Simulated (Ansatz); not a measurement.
The elements of this relaxed trial crystal are hidden behind letters.

```
lattice vectors (Å)
   4.6900    0.0000    0.0000
  -2.3450    4.0616    0.0000
   0.0000    0.0000   11.4735
fractional positions
X 0.0000 0.0000 0.0006
X 0.6667 0.3333 0.3334
Z 0.3333 0.6667 0.6667
Q 0.0000 0.0000 0.7507
Q 0.3333 0.6667 0.4156
Q 0.6667 0.3333 0.0831
```

Level of theory: DFT PBE, scalar-relativistic, plane waves, PAW (Ansatz). Plane waves to 420 eV, a 12×12×4 mesh through Γ for the 6-atom cell and 0.10 eV Gaussian smearing; no spin polarisation.

```
Space group                                : P3m1 (No. 156)
Conventional cell                          : a = 4.690 Å, c = 11.473 Å
Volume per atom                            : 36.43 Å³
Density                                    : 6.14 g/cm³
Energy over the elements                   : −0.37 eV/atom
Gap on the 12×12×4 mesh of the 6-atom cell : 0 eV (the bands meet within 0.015 eV)
```

Energies are uncorrected and count from the elements' standard states at the same level.

Question: X is a d-block element of period 5, Z is a d-block element of period 6 and Q is a p-block element of period 5. Which elements are they?

Answer: X = Cd, Z = Hg, Q = Te, so the formula is Cd2HgTe3. Density times volume gives a mean mass of 6.14 × 36.43/1.6605 = 134.7 u per atom, and this set has 134.7 u. Among the elements that the hints allow, noble gases aside, only these give it. Cd on its first site is surrounded by 4 Te at 2.87 Å; Hg has 4 Te at 2.87–2.88 Å; Te on its first site has 1 Cd at 2.87 Å and 3 Hg at 2.87 Å; 3 more sites not described.

Spin–orbit coupling, which can matter for Hg and Te, is left out. A structure relaxed within its symmetry needn't be a true minimum.
